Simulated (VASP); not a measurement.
These are PBEsol GGA, VASP's PBE PAW potentials (set 64) (plane waves; VASP 6.6.1) values and carry that method's errors.

A VASP calculation is set up with these files.

KPOINTS:
```
Automatic
0
gamma
 9 9 9
```

INCAR:
```
! general
SYSTEM   =  Li2O
PREC     =  Accurate
ENCUT    =  620   ! plane-wave cut-off (eV)
LREAL    =  .FALSE.
LASPH    =  .TRUE.   ! aspherical one-centre terms

! electronic loop
EDIFF    =  1E-6   ! SCF stop (eV)
NELM     =  100   ! most electronic steps
ALGO     =  Normal   ! blocked Davidson

! smearing
ISMEAR   =  0   ! Gaussian
SIGMA    =  0.05   ! width (eV)

! functional
GGA      =  PS

! ions
IBRION   =  2
NSW      =  40   ! most ionic steps
ISIF     =  3   ! ions, shape and volume
EDIFFG   =  -0.02   ! ionic stop
PSTRESS  =  450   ! kbar

! output
LWAVE    =  .FALSE.
LCHARG   =  .FALSE.
```

File POSCAR:
```
Li2O
1
    0.0000000000     2.1225117086     2.1225117086
    2.1225117086     0.0000000000     2.1225117086
    2.1225117086     2.1225117086     0.0000000000
Li O
2 1
Direct
  0.2500000000   0.2500000000   0.2500000000
  0.7500000000   0.7500000000   0.7500000000
  0.0000000000   0.0000000000   0.0000000000
```

POTCAR, in this order: Li_sv O (PBE.64 set). Program: vasp_std.

Output of the run:

**OSZICAR**
```
       N       E                     dE             d eps       ncg     rms          rms(c)
DAV:   1     0.468319404386E+02    0.46832E+02   -0.72065E+03   700   0.152E+03
DAV:   2    -0.110832552680E+02   -0.57915E+02   -0.54895E+02   802   0.261E+02
DAV:   3    -0.159478180267E+02   -0.48646E+01   -0.48393E+01  1214   0.675E+01
DAV:   4    -0.160492111128E+02   -0.10139E+00   -0.10128E+00   960   0.865E+00
DAV:   5    -0.160498805986E+02   -0.66949E-03   -0.66946E-03  1016   0.557E-01    0.737E+00
DAV:   6    -0.143467973144E+02    0.17031E+01   -0.78727E+00   712   0.195E+01    0.249E+00
DAV:   7    -0.143399294961E+02    0.68678E-02   -0.14963E-01   788   0.397E+00    0.151E+00
DAV:   8    -0.143445617946E+02   -0.46323E-02   -0.72299E-02   714   0.319E+00    0.310E-01
DAV:   9    -0.143438953472E+02    0.66645E-03   -0.95323E-03   890   0.901E-01    0.128E-01
DAV:  10    -0.143441831799E+02   -0.28783E-03   -0.15831E-03   738   0.437E-01    0.328E-02
DAV:  11    -0.143441769231E+02    0.62568E-05   -0.45513E-05   932   0.995E-02    0.860E-03
DAV:  12    -0.143441763007E+02    0.62239E-06   -0.64375E-06   816   0.303E-02
   1 F= -.89728417E+01 E0= -.89728417E+01  d E =-.897284E+01
       N       E                     dE             d eps       ncg     rms          rms(c)
DAV:   1    -0.143707909113E+02   -0.26614E-01   -0.91570E+00   724   0.318E+01    0.507E+00
DAV:   2    -0.139744666367E+02    0.39632E+00   -0.19772E+00   716   0.121E+01    0.155E+00
DAV:   3    -0.139617840257E+02    0.12683E-01   -0.28492E-02   866   0.212E+00    0.907E-01
DAV:   4    -0.139553999014E+02    0.63841E-02   -0.13266E-02   944   0.113E+00    0.809E-02
DAV:   5    -0.139556056538E+02   -0.20575E-03   -0.28910E-03   814   0.625E-01    0.405E-02
DAV:   6    -0.139556724464E+02   -0.66793E-04   -0.18833E-04   772   0.172E-01    0.547E-02
DAV:   7    -0.139556487080E+02    0.23738E-04   -0.31166E-05   948   0.725E-02    0.114E-02
DAV:   8    -0.139556484481E+02    0.25988E-06   -0.79128E-06  1002   0.310E-02
   2 F= -.90320499E+01 E0= -.90320499E+01  d E =-.592083E-01
       N       E                     dE             d eps       ncg     rms          rms(c)
DAV:   1    -0.140585048062E+02   -0.10286E+00   -0.33182E-01   724   0.591E+00    0.973E-01
DAV:   2    -0.140439841022E+02    0.14521E-01   -0.76007E-02   728   0.236E+00    0.289E-01
DAV:   3    -0.140435389434E+02    0.44516E-03   -0.11537E-03   864   0.423E-01    0.171E-01
DAV:   4    -0.140433048321E+02    0.23411E-03   -0.50199E-04   950   0.219E-01    0.177E-02
DAV:   5    -0.140433117344E+02   -0.69023E-05   -0.11110E-04   802   0.126E-01    0.723E-03
DAV:   6    -0.140433154902E+02   -0.37558E-05   -0.67385E-06   742   0.329E-02    0.961E-03
DAV:   7    -0.140433146198E+02    0.87037E-06   -0.10843E-06   508   0.147E-02
   3 F= -.90358821E+01 E0= -.90358821E+01  d E =-.630405E-01
```

**OUTCAR**
```
------------------------ aborting loop because EDIFF is reached ----------------------------------------
  FORCE on cell =-STRESS in cart. coord.  units (eV):
  Direction    XX          YY          ZZ          XY          YZ          ZX
  --------------------------------------------------------------------------------------
  Total        5.0087285      5.0087285      5.0087285     -0.0000000      0.0000000      0.0000000
  in kB      450.1164673    450.1164673    450.1164673     -0.0000000      0.0000000      0.0000000
  external PRESSURE =       0.1164673 kB  Pullay stress =     450.0000000 kB
  volume of cell :       17.83
      direct lattice vectors                 reciprocal lattice vectors
     0.000000000  2.073453938  2.073453938    -0.241143529  0.241143529  0.241143529
     2.073453938  0.000000000  2.073453938     0.241143529 -0.241143529  0.241143529
     2.073453938  2.073453938  0.000000000     0.241143529  0.241143529 -0.241143529
 POSITION                                       TOTAL-FORCE (eV/Angst)
 -----------------------------------------------------------------------------------
      1.03673      1.03673      1.03673         0.000000      0.000000      0.000000
      3.11018      3.11018      3.11018        -0.000000     -0.000000     -0.000000
      0.00000      0.00000      0.00000         0.000000     -0.000000      0.000000
 -----------------------------------------------------------------------------------
    total drift:                               -0.000000      0.000000      0.000000
  FREE ENERGIE OF THE ION-ELECTRON SYSTEM (eV)
  ---------------------------------------------------
  free  energy   TOTEN  =       -14.0433146198 eV

  energy  without entropy=      -14.0433146198  energy(sigma->0) =      -14.04331462
  enthalpy is  TOTEN    =        -9.0358821339 eV   P V=        5.0074324859

 reached required accuracy - stopping structural energy minimisation
```
(Selected blocks of OUTCAR.)

CONTCAR:
```
Li2O
   1.00000000000000
     0.0000000000000000    2.0734539375816881    2.0734539375816881
     2.0734539375816881    0.0000000000000000    2.0734539375816881
     2.0734539375816881    2.0734539375816881    0.0000000000000000
  Li              O
     2     1
Direct
     0.2500000000000000    0.2500000000000000    0.2500000000000000
     0.7500000000000000    0.7500000000000000    0.7500000000000000
     0.0000000000000000    0.0000000000000000    0.0000000000000000
```

Energy and stress use the plane-wave basis of the starting cell.

The compound is Li2O in the antifluorite structure. This run relaxes it under an external pressure of 45 GPa. Symmetry was kept, so distortions that lower it aren't found.
